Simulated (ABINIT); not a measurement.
BaTiO3: single point with LDA

The system is BaTiO3.

```
Ba Ti O
1.0
     2.82737    1.63238    2.31839
    -2.82737    1.63238    2.31839
     0.00000   -3.26476    2.31839
Ba Ti O
1 1 3
Direct
  0.00000 0.00000 0.00000
  0.48450 0.48450 0.48450
  0.50860 0.01750 0.50860
  0.01750 0.50860 0.50860
  0.50860 0.50860 0.01750
```

| Quantity | Value |
| --- | --- |
| Program | ABINIT 10.8.3 (patched build) |
| Task | single point |
| Functional | LDA |
| Potentials or basis | PseudoDojo NC SR LDA v0.4.1 standard |
| Cutoff | 952 eV |
| k mesh | 5 × 5 × 5 |
| Occupations | fermi-dirac, width 0.05 eV |
| Spin | no spin polarisation |

```yaml
Largest_force: 0.158 eV/Å
Band_gap_on_the_k_mesh: 2.46 eV, indirect (least direct gap 2.73 eV)
Valence_electrons_inside_the_program's_atomic_spheres: Ba 5.28; Ti 9.46; O 6.20
```

Forces on the atoms (eV/Å):
```
Ba   0.000  0.000 -0.158
Ti   0.000  0.000 -0.009
O   -0.014  0.008  0.056
O    0.014  0.008  0.056
O    0.000 -0.016  0.056
```

Levels at points of the mesh, in eV from the valence-band top:
| k point | band 18 | band 19 | band 20 | band 21 | band 22 | band 23 |
| --- | --- | --- | --- | --- | --- | --- |
| (0.00, 0.00, 0.00) | -0.41 | -0.27 | -0.27 | 2.46 | 2.46 | 2.61 |

It took 120 s on 1 thread of Arm Neoverse V1, with other jobs on the host, peak memory 0.1 GiB.

Caveat: this release of the barium file is off; spin-orbit coupling is left out, which moves the levels of the heavy elements; an odd mesh through Γ misses points on the zone boundary, where band edges often lie. LDA gaps usually lie below the measured ones, often by a third to a half.
